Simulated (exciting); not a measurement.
CsBr:

```
Cs Br
1.0
     4.32562    0.00000    0.00000
     0.00000    4.32562    0.00000
     0.00000    0.00000    4.32562
Cs Br
1 1
Direct
  0.00000 0.00000 0.00000
  0.50000 0.50000 0.50000
```

The cell comes from a database or a generator and needn't be the stable form of this composition.

Base run:

* Program: exciting (release sodium)
* Functional: PBEsol
* Potentials or basis: all-electron LAPW+lo, shipped species files, valence relativity iora*
* rgkmax: 9
* k mesh: 6 × 6 × 6
* Occupations: fermi-dirac, width 0.02 eV
* Spin: no spin polarisation

Its results: band gap on the k mesh 4.24 eV, indirect (least direct gap 4.25 eV).

**Question.** The run is repeated on the same cell with these changes: functional from PBEsol to PBE; occupations from fermi-dirac, width 0.02 eV to gaussian, width 0.02 eV. What comes out?

**Answer.** Band gap on the k mesh 4.43 eV, indirect (least direct gap 4.43 eV).

Caveats: spin-orbit coupling is left out, which moves the levels of the heavy elements.

